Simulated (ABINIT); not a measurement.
This ABINIT 10.8.3 (patched build) run on BaTiO3 needs a look.

The input run.abi:

```
# Pseudopotentials
pp_dirpath "./"
pseudos "Ba.upf, Ti.upf, O.upf"

# Structure
acell 7.5668413483 7.5668413483 7.5668413483
rprim
     0.7061002468     0.4076671676     0.5789904333
    -0.7061002468     0.4076671676     0.5789904333
     0.0000000000    -0.8153343352     0.5789904333
ntypat 3
znucl 56 22 8
natom 5
typat 1 2 3 3 3
xred
     0.0000000000     0.0000000000     0.0000000000
     0.4845000000     0.4845000000     0.4845000000
     0.5086000000     0.0175000000     0.5086000000
     0.0175000000     0.5086000000     0.5086000000
     0.5086000000     0.5086000000     0.0175000000

# Plane-wave basis
ecut 42.0

# k points
kptopt 1
ngkpt 7 7 7
nshiftk 1
shiftk 0.0 0.0 0.0

# Exchange and correlation
ixc 11

# Bands and occupations
nband 24
occopt 3
tsmear 0.05 eV

# SCF cycle
nstep 100
tolvrs 1.0e-10
diemix 2.5
iscf 2

# Output
iomode 3
prtwf 0
prtden 0
prteig 0
prtebands 0
```

Potentials or basis: PseudoDojo NC SR PBE v0.4.1 standard.

Launch:

```console
$ abinit run.abi > log 2>&1
```

run.abo:

```text
.Version 10.8.3 of ABINIT
 Symmetries : space group R3 m (#160); Bravais hR (rhombohedral)
================================================================================
 Values of the parameters that define the memory need of the present run
     intxc =       0    ionmov =       0      iscf =       2    lmnmax =       6
     lnmax =       6     mgfft =      48  mpssoang =       3    mqgrid =    3001
     natom =       5  nloc_mem =       1    nspden =       1   nspinor =       1
    nsppol =       1      nsym =       6    n1xccc =    2501    ntypat =       3
    occopt =       3   xclevel =       2
       mpw =        5670          nfft =      110592          nkpt =          44
================================================================================
================================================================================

--------------------------------------------------------------------------------
------------- Echo of variables that govern the present computation ------------
--------------------------------------------------------------------------------
[... 85 lines left out ...]
     nproj     2     2     1

   2.40077252E+03                                ecore*ucvol(ha*bohr**3)
--------------------------------------------------------------------------------

================================================================================

--- !BeginCycle
iteration_state: {dtset: 1, }
solver: {iscf: 2, nstep: 100, nline: 4, wfoptalg: 0, }
tolerances: {tolvrs: 1.00E-10, }
...

     iter   Etot(hartree)      deltaE(h)  residm     vres2
 ETOT  1  -136.76994852692    -1.368E+02 2.186E-01 2.194E+03
 ETOT  2  -109.06436009775     2.771E+01 1.415E-01 1.278E+05
 ETOT  3  -78.529048659011     3.054E+01 1.497E+01 6.666E+05
 ETOT  4  -35.802619322962     4.273E+01 9.688E+01 1.614E+06
 ETOT  5  -53.991807034414    -1.819E+01 1.522E+02 2.406E+06
 ETOT  6   72.695458837186     1.267E+02 5.161E+02 3.865E+06
 ETOT  7   3.6365058944161    -6.906E+01 5.784E+02 5.468E+06
 ETOT  8   177.25335239567     1.736E+02 1.814E+03 8.085E+06
 ETOT  9   80.159760806900    -9.709E+01 2.143E+03 1.160E+07
 ETOT 10   366.02021239165     2.859E+02 6.279E+03 1.776E+07
```

How did it end, and where is the flaw?

The run was cut off at its time limit. The input holds a flaw that was put in on purpose: mixing far too strong (diemix = 2.5; iscf = 2).
